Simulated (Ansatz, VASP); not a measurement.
## Ag in VASP and in Ansatz

Contents of POSCAR:

```
Ag
1.0
    0.0000000000      2.0427500000      2.0427500000
    2.0427500000      0.0000000000      2.0427500000
    2.0427500000      2.0427500000      0.0000000000
Ag
1
Direct
    0.0000000000      0.0000000000      0.0000000000
```

INCAR.step1

```
SYSTEM = Ag
PREC = Accurate
ENCUT = 600
ISMEAR = 0
SIGMA = 0.1
LREAL = .FALSE.
LASPH = .TRUE.
NELM = 80
GGA = PE
ALGO = Normal
EDIFF = 1E-4
LWAVE = .TRUE.
LCHARG = .FALSE.
```

Contents of INCAR.step2:

```
SYSTEM = Ag
PREC = Accurate
ENCUT = 600
EDIFF = 1E-6
ISMEAR = 0
SIGMA = 0.1
LREAL = .FALSE.
LASPH = .TRUE.
NELM = 80
ALGO = Normal
ISIF = 3
LWAVE = .FALSE.
LCHARG = .FALSE.
METAGGA = R2SCAN
LMIXTAU = .TRUE.
IBRION = 2
NSW = 100
EDIFFG = -0.005
ISTART = 1
```

KPOINTS

```
Automatic mesh
0
G
  18 18 18
  0 0 0
```

Input for Ansatz:

```yaml
crystal:
  lattice:
    - [0.0, 2.04275, 2.04275]
    - [2.04275, 0.0, 2.04275]
    - [2.04275, 2.04275, 0.0]
  atoms:
    - { symbol: Ag, position: [0.0, 0.0, 0.0] }
basis:
  ecutwfc: 500
kpoints:
  mp_grid: { grid: [18, 18, 18] }
hamiltonian:
  xc: r2scan
scf:
  occupations: { method: gaussian, width: 0.1 }
output:
  forces: true
  stress: true
  eigenvalues: true
relax:
  adjacent_minimum: "off"
  f_tol: 0.005
  max_steps: 80
  cell: { stress_tol: 0.05 }
```

Alike in both runs: task relaxation of cell and atoms; functional r2SCAN; k mesh 18 × 18 × 18; occupations gaussian, width 0.1 eV; no spin polarisation.

|  | VASP | Ansatz |
| --- | --- | --- |
| version | VASP 6.6.1 | Ansatz 0.2.0 |
| potentials or method | VASP PAW PBE potentials, release 64 (Ag) | scalar-relativistic, plane waves, PAW |
| plane-wave cutoff (eV) | 600 | 500 |
| valence electrons in the cell | 11 | 19 |

Ansatz gave:

| Item | Value |
| --- | --- |
| gap on the k mesh at the Fermi level, each at its own relaxed structure (eV) | none |
| relaxed volume (Å³/atom) | 17.28 |
| relaxed cell length with the largest relative difference (Å) | 2.902 |
| energy change over the relaxation (meV/atom) | -1 |

Task: What did VASP give for the same quantities?

Result: gap on the k mesh at the Fermi level, each at its own relaxed structure (eV): none; relaxed volume (Å³/atom): 17.31; relaxed cell length with the largest relative difference (Å): 2.903; energy change over the relaxation (meV/atom): -1.

A gap of «none» marks a metal or a gap that the smearing closes. The two sets of potentials don't hold the same shells in valence.

Caveats: the PAW data sets were made with another functional, which shifts forces and pressure a little (VASP). Zero-point motion and thermal expansion aren't in these numbers.
